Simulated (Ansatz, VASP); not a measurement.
## Two plane-wave programs on KF

File INCAR:

```
SYSTEM = KF
PREC = Accurate
ENCUT = 520
EDIFF = 1E-6
ISMEAR = 0
SIGMA = 0.1
LREAL = .False.
LASPH = .True.
NELM = 60
ALGO = Fast
ISIF = 2
LWAVE = .False.
LCHARG = .True.
GGA = CA
LELF = .True.
LVHAR = .True.
NBANDS = 15
```

KPOINTS

```
Automatic mesh
0
Gamma
  6 6 6
  0 0 0
```

POSCAR

```
KF
1.0
    3.2589550000      0.0000000000      0.0000000000
    0.0000000000      3.2589550000      0.0000000000
    0.0000000000      0.0000000000      3.2589550000
K F
1 1
Direct
    0.0000000000      0.0000000000      0.0000000000
    0.5000000000      0.5000000000      0.5000000000
```

Input for Ansatz:

```yaml
crystal:
  lattice:
    - [3.258955, 0.0, 0.0]
    - [0.0, 3.258955, 0.0]
    - [0.0, 0.0, 3.258955]
  atoms:
    - { symbol: K, position: [0.0, 0.0, 0.0] }
    - { symbol: F, position: [0.5, 0.5, 0.5] }
basis:
  ecutwfc: 420
kpoints:
  mp_grid: { grid: [6, 6, 6] }
hamiltonian:
  xc: lda
scf:
  occupations: { method: gaussian, width: 0.1 }
output:
  forces: true
  stress: true
  eigenvalues: true
```

The cell comes from a database or a generator and needn't be the stable form of this composition.

Alike in both runs: task single point; functional LDA; k mesh 6 × 6 × 6; occupations gaussian, width 0.1 eV; no spin polarisation.

|  | VASP | Ansatz |
| --- | --- | --- |
| version | VASP 6.6.1 | Ansatz 0.2.0 |
| potentials or method | VASP PAW LDA potentials, release 64 (K_sv, F) | scalar-relativistic, plane waves, PAW |
| plane-wave cutoff (eV) | 520 | 420 |
| valence electrons in the cell | 16 | 16 |

```tsv
	VASP	Ansatz	Ansatz less VASP
gap on the k mesh at the Fermi level (eV)	5.91	5.93	+0.015
least direct gap on the mesh (eV)	5.96	5.98	+0.014
pressure (GPa)	-5.7	-5.8	-0.07
```

A k mesh can miss the band edges. Expect the measured gap to be larger: semilocal functionals such as LDA lack the derivative discontinuity.
